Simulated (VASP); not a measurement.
Set up this calculation in VASP 6.6.1, as the native input.

```
Task                   : relaxation of cell and atoms
Functional             : LAK
Potentials or basis    : VASP PAW PBE potentials, release 64 (As, B)
Cutoff                 : 600 eV
k mesh                 : 10 × 10 × 10
Occupations            : fermi-dirac, width 0.05 eV
Spin                   : no spin polarisation
Further INCAR settings : ALGO = Normal; EDIFF = 1e-06; IBRION = 2; EDIFFG = -0.01; NSW = 40; ISIF = 3
```

The structure of BAs lies in POSCAR:

```
BAs
1.0
    0.0000000000      2.3885000000      2.3885000000
    2.3885000000      0.0000000000      2.3885000000
    2.3885000000      2.3885000000      0.0000000000
As B
1 1
Direct
    0.7500000000      0.7500000000      0.7500000000
    0.0000000000      0.0000000000      0.0000000000
```

One way to write it, as run:

INCAR

```
SYSTEM = BAs
PREC     = Accurate       ! precision mode
ENCUT    = 600            ! plane-wave cutoff, eV
EDIFF    = 1E-6           ! SCF threshold, eV
ISMEAR   = -1             ! smearing method
SIGMA    = 0.05           ! smearing width, eV
LREAL    = .False.        ! projectors in reciprocal space
LASPH    = .True.         ! aspherical terms in the spheres
NELM     = 100            ! most SCF steps
ALGO     = Normal         ! electronic algorithm
ISIF     = 3              ! what is computed and relaxed
LWAVE    = .False.        ! write WAVECAR
LCHARG   = .False.        ! write CHGCAR
METAGGA  = LAK            ! meta-GGA
LMIXTAU  = .True.       
IBRION   = 2              ! ionic algorithm
NSW      = 40             ! ionic steps
EDIFFG   = -0.01          ! ionic threshold
```

KPOINTS

```
Automatic mesh
0
Gamma
  10 10 10
  0 0 0
```

Potentials or basis: VASP PAW PBE potentials, release 64 (As, B).

The run is started by

```console
$ cat potpaw_PBE.64/As/POTCAR potpaw_PBE.64/B/POTCAR > POTCAR
$ mpirun -np 1 vasp_std > vasp.out
```

It gave:

```yaml
Relaxed_volume: 14.08 Å³/atom
Relaxed_cell: a = 3.415 Å, b = 3.415 Å, c = 3.415 Å, α = 60.00°, β = 60.00°, γ = 60.00°
Space_group_after_relaxing_to_0.05_Å: F-43m (No. 216)
Energy_gained_by_relaxing: 6.6 meV/atom
Ionic_steps: 3
Pressure_after_relaxing: 0.0 GPa
Band_gap_on_the_k_mesh: 1.74 eV, indirect (least direct gap 3.61 eV)
```

Caveat: the PAW data sets were made with another functional, which shifts forces and pressure a little.

It took 120 s on 1 thread of Intel(R) Xeon(R) Platinum 8488C (Sapphire Rapids), on a shared host, peak memory 0.17 GiB.
